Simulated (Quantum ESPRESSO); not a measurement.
**GaP: zone-centre phonons and dielectric response under several settings**

```
Ga P
1.0
     0.00000    2.72525    2.72525
     2.72525    0.00000    2.72525
     2.72525    2.72525    0.00000
Ga P
1 1
Direct
  0.00000 0.00000 0.00000
  0.75000 0.75000 0.75000
```

All runs used Quantum ESPRESSO 7.5; potentials GBRV 1.5 PBE; k mesh 6 × 6 × 6, shifted; no spin polarisation; cutoff 762 eV; occupations smeared at first, fixed for the response.

```csv
level,geometry,volume (Å³/atom),pressure (GPa),lowest optical mode without the field (cm⁻¹),highest mode with the field (cm⁻¹),ε∞ (mean),ε0 (mean),Born charge of atom 1 (e),sum of the Born charges (e)
PBE,relaxed at 0 GPa,?,0.0,?,?,?,?,?,?
PBE,relaxed at 10 GPa,18.81,10.0,390,422,9.99,11.7,2.04,0.00
PBE,relaxed at 25 GPa,16.96,25.2,441,468,9.72,10.9,1.87,0.00
PBE,relaxed at 50 GPa,15.10,50.3,504,525,9.76,10.6,1.68,0.00
PBE,relaxed at 80 GPa,13.69,80.3,562,579,10.01,10.6,1.50,0.00
```

**Question.** What stands in the row left open?

**Answer.** Volume 20.86 Å³/atom; lowest optical mode without the field 344 cm⁻¹; highest mode with the field 379 cm⁻¹; ε∞ 10.69; ε0 13.0; Born charge of atom 1 2.21 e; sum of the Born charges -0.01 e.

Caveats: the cell is more than 3 GPa from zero pressure, which shifts response properties (some runs); the volume moved by over 15 % at a fixed basis, so the end points are rough (some runs).
